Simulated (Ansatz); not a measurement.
**Cohesive energies along group 11 and 12**

Computed with Ansatz, DFT, LDA (PW92), plane waves (420 eV) with PAW, scalar-relativistic. (PAW data from PBE, frozen cores regenerated.)

The free atom is spin-polarised, without symmetry, in a box of 14 × 14.4 × 14.8 Å, in the lowest state that the tried spin starts reached (hybrids start from one state alone); no zero-point energy, no spin-orbit coupling, no dispersion.

**Question.** Rank by cohesive energy per atom, weakest first.
A. cadmium (hcp)
B. copper (fcc)
C. zinc (hcp)
D. mercury (alpha-Hg (rhombohedral))
E. silver (fcc)
F. gold (fcc)

**Answer.** D (0.98 eV), A (1.52 eV), C (1.88 eV), E (3.64 eV), F (4.33 eV), B (4.56 eV).
